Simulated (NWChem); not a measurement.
# TiC (P1) in NWChem: convergence with smearing width

Aim: find how far smearing width must go before the results for TiC settle, at PBE. This setting moves, with any that are tied to it; all else stays.

Everything below comes from runs of NWChem 7.3.0. Logs are shortened: lines on timing, memory, paths and dates and some standing lists are left out, and cuts for length are marked.

### 1 The cell of the first run

The typed cell holds 2 atoms: a = 3.063 Å, b = 3.063 Å, c = 3.063 Å, α = 60.00°, β = 60.00°, γ = 60.00°.

The cell is a database's computed one.

The cell isn't the ideal one: atoms moved at random.

### 2 With smearing width 1 eV

The input, tic.nw:

```
start tic
title "TiC converge"
memory 1800 mb
geometry units angstrom nocenter noautosym noautoz print
  system crystal
    lattice_vectors
         0.0000000000    2.1657188437    2.1657188437
         2.1657188437    0.0000000000    2.1657188437
         2.1657188437    2.1657188437    0.0000000000
  end
  Ti -0.0179180000  0.0215340000 -0.0071780000
  C   0.4843900000 -0.4925660000 -0.4858260000
end
nwpw
  simulation_cell
    ngrid 30 30 30
  end
  xc pbe96
  cutoff 40.0
  ewald_ncut 8
  ewald_rcut 3.0
  pseudopotentials
    C library TM
    Ti library TM
  end
  monkhorst-pack 3 3 3
  smear 0.0367493 fermi orbitals 8
  scf pulay alpha 0.3 iterations 5 outer_iterations 1
  loop 10 10
  tolerances 1e-08 1e-08
end
set includestress .true.
task band gradient
```

Potentials or basis: NWChem's TM library (Troullier-Martins).

On the command line:

```console
$ nwchem tic.nw > tic.out
```

tic.out:

```text
Northwest Computational Chemistry Package (NWChem) 7.3.0
             --------------------------------------------------------

                                NWChem Input Module
                                -------------------

                                   TiC converge
                                   ------------

                             Geometry "geometry" -> ""
                             -------------------------

 Output coordinates in angstroms (scale by  1.889725989 to convert to a.u.)

  No.       Tag          Charge          X              Y              Z
 ---- ---------------- ---------- -------------- -------------- --------------
    1 Ti                  22.0000     2.19680990     4.27708681     2.17355008
    2 C                    6.0000     2.21251570     2.16260887     2.14801193

      Lattice Parameters
      ------------------

      lattice vectors in angstroms (scale by  1.889725989 to convert to a.u.)

      a1=<   0.000   2.166   2.166 >
      a2=<   2.166   0.000   2.166 >
      a3=<   2.166   2.166   0.000 >
      a=       3.063 b=      3.063 c=       3.063
      alpha=  60.000 beta=  60.000 gamma=  60.000
      omega=    20.3

      reciprocal lattice vectors in a.u.

      b1=<  -0.768   0.768   0.768 >
      b2=<   0.768  -0.768   0.768 >
      b3=<   0.768   0.768  -0.768 >

      Atomic Mass
      -----------

      Ti                45.948000
      C                 12.000000

 ==============================================================================
                                internuclear distances
 ------------------------------------------------------------------------------
       center one      |      center two      | atomic units |  angstroms
 ------------------------------------------------------------------------------
    2 C                |   1 Ti               |     3.99619  |     2.11469
 ------------------------------------------------------------------------------
                         number of included internuclear distances:          1
 ==============================================================================

          **********************************************************
[... 12 lines left out ...]
          **********************************************************
          ================ input data ========================
 Generating 1d pseudopotential for Ti

 Generated formatted_filename: ./Ti.cpp
 Generating 1d pseudopotential for C

 Generated formatted_filename: ./C.cpp
 random planewave guess, initial psi:tic.movecs
-   spin, nalpha, nbeta: 1   12    0

 input psi filename:./tic.movecs

 options:
      boundary conditions  = periodic    (version3)
      electron spin        = restricted
      exchange-correlation = PBE96 (White and Bird) parameterization

 elements involved in the cluster:
      1: Ti  core charge: 4.0  lmax=2
             comment    : Troullier-Martins pseudopotential
             pseudpotential type            :   0
             highest angular component      :   2
             local potential used           :   0
             number of non-local projections:   8
[... 37 lines left out ...]
      weight=   0.074  ks=<  -0.333   0.333   0.333 >, k=<   0.768  -0.256  -0.256>
      weight=   0.074  ks=<   0.333  -0.000   0.333 >, k=<   0.000   0.512   0.000>
      [... further points ...]

 computational grids:
      density     cutoff= 80.000  fft=  30x  30x  30(     4645 waves     4645 per task)
      wavefnc   1 cutoff= 40.000  fft=  30x  30x  30(     1634 waves     1634 per task)
      wavefnc   2 cutoff= 40.000  fft=  30x  30x  30(     1668 waves     1668 per task)
      wavefnc   3 cutoff= 40.000  fft=  30x  30x  30(     1668 waves     1668 per task)
      [... further points ...]

[... 8 lines left out ...]
      scf algorithm        = Johnson-Pulay mixing (15 histories)
      scf mixing type      = density
      scf mixing parameter = 0.3000
      Kerker damping       = 0.0000

 fractional smearing parameters:
      smearing algorithm   = Fermi-Dirac
      smearing parameter   = 0.367E-01 (11604.6 K)
      mixing parameter     = 1.0000

= energy calculation =

          ============ scf minimization (density) ============
    iter.           Energy         DeltaE       DeltaRho        DeltaV
    ---------------------------------------------------------------------
       1   -0.7976203846E+01   -0.38760E+01    0.12665E+00    0.35180E+00
       2   -0.1006271690E+02   -0.20865E+01    0.16474E-01    0.52385E-01
       3   -0.1028112386E+02   -0.21841E+00    0.13812E-01    0.11496E-01
       4   -0.1030686300E+02   -0.25739E-01    0.33545E-02    0.11961E-02
       5   -0.1031242945E+02   -0.55664E-02    0.28298E-03    0.23973E-03
       6   -0.1031186855E+02    0.56090E-03    0.48694E-04    0.24391E-04
[... 20 lines left out ...]
      27   -0.1031187099E+02    0.20030E-07    0.10273E-12    0.64914E-09
      28   -0.1031187100E+02   -0.75107E-08    0.73325E-13    0.66673E-09
    - Writing fractional density.
      Filename:./tic.rho
  *** tolerance ok.    iteration terminated.

          =============  summary of results  =================

 number of electrons: spin up=    4.00000  down=    4.00000 (real space)

 total     energy    :  -0.1031187100E+02 (   -0.51559E+01/ion)
 total orbital energy:   0.1792678540E+01
 hartree   energy    :   0.7877976866E+00
 exc-corr  energy    :  -0.4330116085E+01
 ion-ion   energy    :  -0.1108928341E+02 (   -0.55446E+01/ion)
 smearing  energy    :  -0.5693620190E-01

 K.S. kinetic energy :   0.1022426474E+02
 K.S. V_l  energy    :   0.1119649488E+00
 K.S. V_nl energy    :  -0.5959490393E+01
 K.S. V_Hart energy  :   0.1575595373E+01
 K.S. V_xc energy    :  -0.4159474471E+01
 K.S. V_so energy    :   0.0000000000E+00
 Virial Coefficient  :  -0.8246465396E+00

 Fermi energy =     0.3916354E+00 (  10.657eV)

 Brillouin zone point:      1
    weight=  0.074074
    k     =<   0.333   0.333   0.333> . <b1,b2,b3>
          =<   0.256   0.256   0.256>
[... 52 lines left out ...]
 orbital energies:
     0.8572328E+00 (  23.327eV) occ=0.000
     0.6381377E+00 (  17.365eV) occ=0.001
     0.5426827E+00 (  14.767eV) occ=0.016
     0.5424351E+00 (  14.761eV) occ=0.016
     0.4833651E+00 (  13.153eV) occ=0.076
     0.3732574E+00 (  10.157eV) occ=0.622
     0.3708709E+00 (  10.092eV) occ=0.638
     0.3502237E+00 (   9.530eV) occ=0.755
     0.2377563E+00 (   6.470eV) occ=0.985
    -0.3550255E-02 (  -0.097eV) occ=1.000

 [... further points or orbitals ...]
 Total BAND energy   :  -0.1031187100E+02

 Total PSPW energy (charge correction - E + 0.5*q**2*mandelung/rs) :  -0.1031187100E+02

========================
= Gradient calculation =
========================

Translation force removed: (    0.00195    0.00650   -0.00323)

          =============  Ion Gradients =================
 Ion Forces:
        1 Ti   (    0.00141    0.00461   -0.00226 )
        2 C    (   -0.00540   -0.01767    0.00866 )
        C.O.M. (    0.00000    0.00000   -0.00000 )
          ===============================================
          |F|       =   0.210868E-01
          |F|/nion  =   0.105434E-01
          max|Fatom|=   0.204025E-01 (   1.049eV/Angstrom)

 Generated formatted_stress_filename: ./Ti.cpp2

 Generated formatted_stress_filename: ./C.cpp2

======================
= Stress calculation =
======================

          ============= total gradient ==============
      S =  (    0.00012   -0.00018    0.00002 )
           (   -0.00087    0.00064   -0.00050 )
           (   -0.00026   -0.00009    0.00003 )
          ===================================================
          |S|      = 0.12476E-02

       dE/da     =    -0.00080
       dE/db     =    -0.00020
       dE/dc     =    -0.00034
       dE/dalpha =    -0.00196
       dE/dbeta  =     0.00175
       dE/dgamma =    -0.00261

 output psi filename:./tic.movecs
```

Wall time 99 s (1 thread of Intel Xeon Platinum 8559C (Emerald Rapids), shared host); peak memory 0.2 GiB.

Results:

| Quantity | Value |
| --- | --- |
| Free energy | -282.1496 eV |
| Pressure | 0.6 GPa |
| Largest force | 0.662 eV/Å |
| Band gap on the k mesh | none (metal or under the smearing width) |

### 3 With smearing width 0.5 eV

tic.nw, as its differences from that of step 2:

```diff
@@ -26,3 +26,3 @@
   monkhorst-pack 3 3 3
-  smear 0.0367493 fermi orbitals 8
+  smear 0.0183747 fermi orbitals 8
   scf pulay alpha 0.3 iterations 5 outer_iterations 1
```

Potentials or basis: NWChem's TM library (Troullier-Martins).

On the command line:

```console
$ nwchem tic.nw > tic.out
```

Wall time 85 s (1 thread of Intel Xeon Platinum 8559C (Emerald Rapids), shared host); peak memory 0.2 GiB.

What came out:

- Free energy: -281.1120 eV
- Pressure: -12.2 GPa
- Largest force: 0.608 eV/Å
- Band gap on the k mesh: none (metal or under the smearing width)

### 4 With smearing width 0.27 eV

tic.nw, as its differences from that of step 3:

```diff
@@ -26,3 +26,3 @@
   monkhorst-pack 3 3 3
-  smear 0.0183747 fermi orbitals 8
+  smear 0.0099223 fermi orbitals 8
   scf pulay alpha 0.3 iterations 5 outer_iterations 1
```

On the command line:

```console
$ nwchem tic.nw > tic.out
```

Run time: 84 s. Hardware: 1 thread of Intel Xeon Platinum 8559C (Emerald Rapids), shared host; peak memory 0.2 GiB.

Results:

* Free energy: -280.9216 eV
* Pressure: -13.9 GPa
* Largest force: 0.667 eV/Å
* Band gap on the k mesh: none (metal or under the smearing width)

### 5 With smearing width 0.2 eV

tic.nw, as its differences from that of step 4:

```diff
@@ -26,3 +26,3 @@
   monkhorst-pack 3 3 3
-  smear 0.0099223 fermi orbitals 8
+  smear 0.0073499 fermi orbitals 8
   scf pulay alpha 0.3 iterations 5 outer_iterations 1
```

On the command line:

```console
$ nwchem tic.nw > tic.out
```

It took 82 s on 1 thread of Intel Xeon Platinum 8559C (Emerald Rapids), shared host; peak memory 0.2 GiB.

What came out:

| Property | Result |
| --- | --- |
| Free energy | -280.8818 eV |
| Pressure | -14.0 GPa |
| Largest force | 0.668 eV/Å |
| Band gap on the k mesh | none (metal or under the smearing width) |

### 6 With smearing width 0.1 eV

tic.nw, as its differences from that of step 5:

```diff
@@ -26,3 +26,3 @@
   monkhorst-pack 3 3 3
-  smear 0.0073499 fermi orbitals 8
+  smear 0.0036749 fermi orbitals 8
   scf pulay alpha 0.3 iterations 5 outer_iterations 1
```

Potentials or basis: NWChem's TM library (Troullier-Martins).

On the command line:

```console
$ nwchem tic.nw > tic.out
```

Run time: 77 s. Hardware: 1 thread of Intel Xeon Platinum 8559C (Emerald Rapids), shared host; peak memory 0.2 GiB.

Results:

```
Free energy            : -280.8322 eV
Pressure               : -14.1 GPa
Largest force          : 0.575 eV/Å
Band gap on the k mesh : none (metal or under the smearing width)
```

### 7 With smearing width 0.05 eV

tic.nw, as its differences from that of step 6:

```diff
@@ -26,3 +26,3 @@
   monkhorst-pack 3 3 3
-  smear 0.0036749 fermi orbitals 8
+  smear 0.0018375 fermi orbitals 8
   scf pulay alpha 0.3 iterations 5 outer_iterations 1
```

On the command line:

```console
$ nwchem tic.nw > tic.out
```

It took 81 s on 1 thread of Intel Xeon Platinum 8559C (Emerald Rapids), shared host; peak memory 0.2 GiB.

What came out:

```
Free energy            : -280.8104 eV
Pressure               : -14.0 GPa
Largest force          : 0.412 eV/Å
Band gap on the k mesh : none (metal or under the smearing width)
```

### 8 With smearing width 0.025 eV

tic.nw, as its differences from that of step 7:

```diff
@@ -26,3 +26,3 @@
   monkhorst-pack 3 3 3
-  smear 0.0018375 fermi orbitals 8
+  smear 0.0009187 fermi orbitals 8
   scf pulay alpha 0.3 iterations 5 outer_iterations 1
```

On the command line:

```console
$ nwchem tic.nw > tic.out
```

Wall time 80 s (1 thread of Intel Xeon Platinum 8559C (Emerald Rapids), shared host); peak memory 0.2 GiB.

What came out:

```
Free energy            : -280.8022 eV
Pressure               : -14.0 GPa
Largest force          : 0.265 eV/Å
Band gap on the k mesh : none (metal or under the smearing width)
```

### 9 With smearing width 0.01 eV

tic.nw, as its differences from that of step 8:

```diff
@@ -26,3 +26,3 @@
   monkhorst-pack 3 3 3
-  smear 0.0009187 fermi orbitals 8
+  smear 0.0003675 fermi orbitals 8
   scf pulay alpha 0.3 iterations 5 outer_iterations 1
```

Potentials or basis: NWChem's TM library (Troullier-Martins).

On the command line:

```console
$ nwchem tic.nw > tic.out
```

Wall time 77 s (1 thread of Intel Xeon Platinum 8559C (Emerald Rapids), shared host); peak memory 0.2 GiB.

What came out:

| Item | Value |
| --- | --- |
| Free energy | -280.7993 eV |
| Pressure | -14.0 GPa |
| Largest force | 0.231 eV/Å |
| Band gap on the k mesh | none (metal or under the smearing width) |

### 10 Summary

```csv
smearing width,"energy less the tightest run, at zero smearing (meV/atom)",pressure (GPa),largest force (eV/Å),SCF cycles,CPU time (s),peak memory (GiB)
1 eV,99.12,0.55,0.662,28,99,0.2
0.5 eV,-16.96,-12.23,0.608,18,85,0.2
0.27 eV,-20.34,-13.93,0.667,17,84,0.2
0.2 eV,-15.02,-14.04,0.668,16,82,0.2
0.1 eV,-5.18,-14.07,0.575,13,77,0.2
0.05 eV,-1.05,-14.04,0.412,15,81,0.2
0.025 eV,-0.28,-14.00,0.265,15,80,0.2
0.01 eV,0.00,-13.98,0.231,13,77,0.2
```

Against the tightest run, the energy stays within 1 meV/atom from 0.025 eV on; the pressure stays within 0.1 GPa from 0.27 eV on. Not settled before the last step: the largest force (to 0.005 eV/Å). Narrower smearing needs a denser k mesh, so at a fixed mesh the narrowest width isn't the most accurate. The tightest run that finished is the yardstick and may itself not be fully converged.

Caveats: all runs use coarse meshes; the sharp model cores of these files make energy and pressure jump with the FFT grid, by tens of meV per atom and several GPa.
